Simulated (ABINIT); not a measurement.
# CdSe (Fm-3m) in ABINIT: single point with PBE

Aim: the single point of CdSe with PBE.

Program: ABINIT 10.8.3 (patched build). These are calculated values, not measurements. Logs are shortened: lines on timing, memory, paths and dates and some standing lists are left out, and cuts for length are marked. The log counts tension as positive stress, the text compression.

### 1 The crystal as given

The structure is cubic, space group Fm-3m (No. 225). The conventional cell has a = 5.748 Å, b = 5.748 Å, c = 5.748 Å, α = 90.00°, β = 90.00°, γ = 90.00°. Cd (site symmetry m-3m) is surrounded by 6 Se at 2.87 Å. Se (site symmetry m-3m) is surrounded by 6 Cd at 2.87 Å.

Measurements of this composition are mostly on another form, of space group No. 186.

### 2 Single point, PBE

File run.abi:

```
# Pseudopotentials
pp_dirpath "./"
pseudos "Cd.upf, Se.upf"

# Structure
acell 4.0643903813 4.0643903813 4.0643903813 Angstrom
rprim
     0.0000000000     0.7071067812     0.7071067812
     0.7071067812     0.0000000000     0.7071067812
     0.7071067812     0.7071067812     0.0000000000
ntypat 2
znucl 48 34
natom 2
typat 1 2
xred
     0.0000000000     0.0000000000     0.0000000000
     0.5000000000     0.5000000000     0.5000000000

# Plane-wave basis
ecut 1251.723767 eV

# k points
kptopt 1
ngkpt 6 6 6
nshiftk 1
shiftk 0.0 0.0 0.0

# Exchange and correlation
ixc 11

# Bands and occupations
nband 22
occopt 3
tsmear 0.00183747

# SCF cycle
nstep 100
tolvrs 1.0e-10

# Output
iomode 3
prtwf 0
prtden 0
prteig 0
prtebands 0
enunit 2
```

Potentials or basis: PseudoDojo NC SR PBE v0.4.1 standard.

On the command line:

```console
mpirun --bind-to none -np 4 abinit run.abi > log 2>&1
```

run.abo:

```text
.Version 10.8.3 of ABINIT
 Symmetries : space group Fm -3 m (#225); Bravais cF (face-center cubic)
================================================================================
 Values of the parameters that define the memory need of the present run
     intxc =       0    ionmov =       0      iscf =       7    lmnmax =       6
     lnmax =       6     mgfft =      48  mpssoang =       3    mqgrid =    3001
     natom =       2  nloc_mem =       1    nspden =       1   nspinor =       1
    nsppol =       1      nsym =      48    n1xccc =    2501    ntypat =       2
    occopt =       3   xclevel =       2
       mpw =        4801          nfft =      110592          nkpt =          16
================================================================================
================================================================================

--------------------------------------------------------------------------------
------------- Echo of variables that govern the present computation ------------
--------------------------------------------------------------------------------
 -outvars: echo values of preprocessed input variables --------
            acell      7.6805846894E+00  7.6805846894E+00  7.6805846894E+00 Bohr
              amu      1.12411000E+02  7.89600000E+01
             ecut      4.60000000E+01 Hartree
           enunit           2
              ixc          11
         kptrlatt        6    0    0      0    6    0      0    0    6
          kptrlen      4.60835081E+01
            natom           2
            nband          22
            ngfft          48      48      48
             nkpt          16
            nstep         100
             nsym          48
           ntypat           2
           occopt           3
           prtden           0
        prtebands           0
           prteig           0
            prtwf           0
            rprim      0.0000000000E+00  7.0710678120E-01  7.0710678120E-01
                       7.0710678120E-01  0.0000000000E+00  7.0710678120E-01
                       7.0710678120E-01  7.0710678120E-01  0.0000000000E+00
          spgroup         225
           tolvrs      1.00000000E-10
           tsmear      1.83747000E-03 Hartree
            typat      1  2
           xangst      0.0000000000E+00  0.0000000000E+00  0.0000000000E+00
                       2.8739580001E+00  2.8739580001E+00  2.8739580001E+00
            xcart      0.0000000000E+00  0.0000000000E+00  0.0000000000E+00
                       5.4309935175E+00  5.4309935175E+00  5.4309935175E+00
             xred      0.0000000000E+00  0.0000000000E+00  0.0000000000E+00
                       5.0000000000E-01  5.0000000000E-01  5.0000000000E-01
            znucl       48.00000   34.00000

================================================================================

 chkinp: Checking input parameters for consistency.

================================================================================
== DATASET  1 ==================================================================
[... 110 lines left out ...]

 cartesian coordinates (angstrom) at end:
    1      0.00000000000000     0.00000000000000     0.00000000000000
    2      2.87395800006128     2.87395800006128     2.87395800006128

 cartesian forces (hartree/bohr) at end:
    1     -0.00000000000000    -0.00000000000000    -0.00000000000000
    2     -0.00000000000000    -0.00000000000000    -0.00000000000000
 frms,max,avg= 0.0000000E+00 0.0000000E+00   0.000E+00  0.000E+00  0.000E+00 h/b

 cartesian forces (eV/Angstrom) at end:
    1     -0.00000000000000    -0.00000000000000    -0.00000000000000
    2     -0.00000000000000    -0.00000000000000    -0.00000000000000
 frms,max,avg= 0.0000000E+00 0.0000000E+00   0.000E+00  0.000E+00  0.000E+00 e/A
 length scales=  7.680584689431  7.680584689431  7.680584689431 bohr
              =  4.064390381300  4.064390381300  4.064390381300 angstroms
 Fermi (or HOMO) energy (hartree) =   0.21806   Average Vxc (hartree)=  -0.38738
 Eigenvalues (hartree) for nkpt=  16  k points:
 kpt#   1, nband= 22, wtk=  0.00463, kpt=  0.0000  0.0000  0.0000 (reduced coord)
  -3.53123   -2.10025   -2.10025   -2.10025   -1.50338   -1.50338   -1.50330   -1.50330
  -1.50330   -0.25710   -0.07418   -0.07418   -0.07361   -0.07361   -0.07361    0.19373
   0.19373    0.19373    0.21951    0.53496    0.53497    0.53497
      occupation numbers for kpt#   1
   2.00000    2.00000    2.00000    2.00000    2.00000    2.00000    2.00000    2.00000
   2.00000    2.00000    2.00000    2.00000    2.00000    2.00000    2.00000    2.00000
   2.00000    2.00000    0.62385    0.00000    0.00000    0.00000
 prteigrs : prtvol=0 or 1, do not print more k-points.

 Fermi (or HOMO) energy (eV) =   5.93362   Average Vxc (eV)= -10.54114
 Eigenvalues (   eV  ) for nkpt=  16  k points:
 kpt#   1, nband= 22, wtk=  0.00463, kpt=  0.0000  0.0000  0.0000 (reduced coord)
 -96.08970  -57.15074  -57.15074  -57.15074  -40.90913  -40.90913  -40.90688  -40.90688
 -40.90688   -6.99606   -2.01847   -2.01847   -2.00304   -2.00304   -2.00304    5.27156
   5.27156    5.27156    5.97318   14.55704   14.55716   14.55719
 prteigrs : prtvol=0 or 1, do not print more k-points.

--- !EnergyTerms
iteration_state     : {dtset: 1, }
comment             : Components of total free energy in Hartree
kinetic             :  1.39898831454453E+02
hartree             :  8.65496732804397E+01
xc                  : -4.84439750479496E+01
Ewald energy        : -1.70553442707933E+02
psp_core            :  5.92144351549965E+00
local_psp           : -2.61124774608521E+02
non_local_psp       : -4.88526600175081E+01
internal            : -2.96604904131519E+02
'-kT*entropy'       : -1.95143204768037E-04
total_energy        : -2.96605099274724E+02
total_energy_eV     : -8.07103591889206E+03
band_energy         : -3.50787155150440E+01
...

 Cartesian components of stress tensor (hartree/bohr^3)
  sigma(1 1)=  2.69308471E-05  sigma(3 2)=  0.00000000E+00
  sigma(2 2)=  2.69308471E-05  sigma(3 1)=  0.00000000E+00
  sigma(3 3)=  2.69308471E-05  sigma(2 1)=  0.00000000E+00

-Cartesian components of stress tensor (GPa)         [Pressure= -7.9233E-01 GPa]
- sigma(1 1)=  7.92332876E-01  sigma(3 2)=  0.00000000E+00
- sigma(2 2)=  7.92332876E-01  sigma(3 1)=  0.00000000E+00
- sigma(3 3)=  7.92332876E-01  sigma(2 1)=  0.00000000E+00

== END DATASET(S) ==============================================================
================================================================================

 -outvars: echo values of variables after computation  --------
            acell      7.6805846894E+00  7.6805846894E+00  7.6805846894E+00 Bohr
           etotal     -2.9660509927E+02
            fcart     -0.0000000000E+00 -0.0000000000E+00 -0.0000000000E+00
                      -0.0000000000E+00 -0.0000000000E+00 -0.0000000000E+00
            rprim      0.0000000000E+00  7.0710678120E-01  7.0710678120E-01
                       7.0710678120E-01  0.0000000000E+00  7.0710678120E-01
                       7.0710678120E-01  7.0710678120E-01  0.0000000000E+00
           strten      2.6930847060E-05  2.6930847060E-05  2.6930847060E-05
                       0.0000000000E+00  0.0000000000E+00  0.0000000000E+00
           xangst      0.0000000000E+00  0.0000000000E+00  0.0000000000E+00
                       2.8739580001E+00  2.8739580001E+00  2.8739580001E+00
             xred      0.0000000000E+00  0.0000000000E+00  0.0000000000E+00
                       5.0000000000E-01  5.0000000000E-01  5.0000000000E-01
 Calculation completed.
```

Run time: 22 s. Hardware: 4 MPI ranks of Arm Neoverse V1, shared host; peak memory 0.36 GiB.

Results:

```yaml
Free_energy: -8071.0359 eV
Band_gap_on_the_k_mesh: none (metal or under the smearing width)
Valence_electrons_inside_the_program's_atomic_spheres: Cd 17.13; Se 13.21
```

Caveat: the cutoff is too short for stress, so the log's stress isn't used.
